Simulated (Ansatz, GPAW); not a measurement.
This is a calculation of CoO for Ansatz 0.2.0. 

input.yaml

```yaml
crystal:
  lattice:
    - [0.0, 2.1315, 2.1315]
    - [2.1315, 0.0, 2.1315]
    - [2.1315, 2.1315, 0.0]
  atoms:
    - { symbol: Co, position: [0.0, 0.0, 0.0], spin: 2.0 }
    - { symbol: O, position: [0.5, 0.5, 0.5] }
hamiltonian:
  xc: pbe
  pseudopotentials: { kind: paw }
magnetization:
  spin_polarized: true
kpoints:
  mp_grid: { grid: [11, 11, 11] }
scf:
  occupations: { method: gaussian, width: 0.017 }
output:
  forces: true
  stress: true
  eigenvalues: true
```

Potentials or basis: Ansatz PAW.

Command:

```console
$ ansatz run input.yaml --threads 2 --pin off --max-ram 5632MiB --backend cpu --events-out ev --progress --plain --runs-dir out
```

Q: Translate it to GPAW 26.7.0 (ASE script). Potentials or basis there: GPAW PAW data sets (gpaw-data 1.2.1), cutoff 800 eV.

A: As run (cutoffs and basis follow the program's own potentials, and thresholds, step limits or extra output files can differ):

File run.py:

```python
from ase.dft.bandgap import bandgap
from ase.io import read, write
from ase.units import GPa
from gpaw import GPAW, PW

atoms = read('POSCAR')
atoms.set_initial_magnetic_moments([2.0, 0.0])

calc = GPAW(mode=PW(800),
            xc='PBE',
            kpts={'size': (11, 11, 11), 'gamma': True},
            occupations={'name': 'methfessel-paxton', 'order': 0, 'width': 0.017},
            nbands=17,
            convergence={'density': 1e-05, 'energy': 1e-05},
            maxiter=150,
            txt='gpaw.txt')
atoms.calc = calc
energy = atoms.get_potential_energy()
forces = atoms.get_forces()
stress = atoms.get_stress()
calc.write('gs.gpw')
write('result.traj', atoms)
print(f'Energy: {energy:.6f} eV')
print('Forces (eV/A):')
print(forces.round(4))
print('Stress (GPa):', (stress / GPa).round(3))
print('Moments:', calc.get_magnetic_moments().round(3))
print('Fermi level:', round(calc.get_fermi_level(), 4), 'eV')
print(f'Gap: {bandgap(calc)[0]:.4f} eV, direct: {bandgap(calc, direct=True)[0]:.4f} eV')
```

File POSCAR:

```
CoO
1.0
    0.0000000000      2.1315000000      2.1315000000
    2.1315000000      0.0000000000      2.1315000000
    2.1315000000      2.1315000000      0.0000000000
Co O
1 1
Direct
    0.0000000000      0.0000000000      0.0000000000
    0.5000000000      0.5000000000      0.5000000000
```

Potentials or basis: GPAW PAW data sets (gpaw-data 1.2.1), pw.

Launch:

```console
$ OMP_NUM_THREADS=1 python run.py
```

Both were run:

|  | Ansatz | GPAW |
| --- | --- | --- |
| Pressure | -1.6 GPa | -1.0 GPa |
| Net moment | 2.99 μB per cell | 2.99 μB per cell |

Ansatz's pressure holds a Pulay term of +0.74 GPa for its cutoff of 420 eV, which the other run lacks.

The potentials hold 23 and 15 valence electrons a cell.

Where Ansatz's input types no cutoff or centring, it takes its own default and a Γ-centred mesh.

The magnetic state is the one that the start led to; the real crystal's order can differ.

Pressure is positive in compression.
